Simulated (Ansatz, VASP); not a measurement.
**One calculation of Ca, two programs**

Contents of INCAR:

```
SYSTEM = Ca
ALGO = Fast
EDIFF = 1E-6
ENCUT = 520
GGA = PS
ISIF = 2
ISMEAR = 0
ISPIN = 2
LASPH = .TRUE.
LCHARG = .FALSE.
LORBIT = 11
LREAL = .FALSE.
LWAVE = .FALSE.
MAGMOM = 1
NBANDS = 15
NELM = 150
PREC = Accurate
SIGMA = 0.1
```

KPOINTS

```
k-points
0
G
  10 10 10
  0 0 0
```

File POSCAR:

```
Ca
1.0
    3.5973628716      0.0000000000      0.0000000000
    0.0000000000      3.5973628716      0.0000000000
    0.0000000000      0.0000000000      3.5973628716
Ca
1
Direct
    0.0000000000      0.0000000000      0.0000000000
```

Input for Ansatz:

```yaml
crystal:
  lattice:
    - [3.5973628716, 0.0, 0.0]
    - [0.0, 3.5973628716, 0.0]
    - [0.0, 0.0, 3.5973628716]
  atoms:
    - { symbol: Ca, position: [0.0, 0.0, 0.0], spin: 1.0 }
basis:
  ecutwfc: 420
kpoints:
  mp_grid: { grid: [10, 10, 10] }
hamiltonian:
  xc: pbesol
scf:
  occupations: { method: gaussian, width: 0.1 }
  initial_density: { chi_scale: 0.1 }
  algorithm: density_mixing
output:
  forces: true
  eigenvalues: true
  stress: true
magnetization:
  spin_polarized: true
```

This isn't the form of Ca at room conditions, which is fcc.

Alike in both runs: task single point; functional PBEsol; k mesh 10 × 10 × 10; occupations gaussian, width 0.1 eV; collinear spin.

|  | VASP | Ansatz |
| --- | --- | --- |
| version | VASP 6.6.1 | Ansatz 0.2.0 |
| potentials or method | VASP PAW PBE potentials, release 64 (Ca_sv) | scalar-relativistic, plane waves, PAW |
| plane-wave cutoff (eV) | 520 | 420 |
| valence electrons in the cell | 10 | 10 |

|  | VASP | Ansatz | Ansatz less VASP |
| --- | --- | --- | --- |
| gap on the k mesh at the Fermi level (eV) | none | none | - |
| pressure (GPa) | -1.2 | -1.2 | +0.01 |
| net moment per atom (μB) | 0.00 | 0.00 | 0.000 |

A gap of «none» marks a metal or a gap that the smearing closes. The functional is the same, so the differences come from potentials, cutoffs and numerics. Ansatz warned: «seeded_moment_not_kept».

Caveats: the PAW data sets were made with another functional, which shifts forces and pressure a little (VASP).
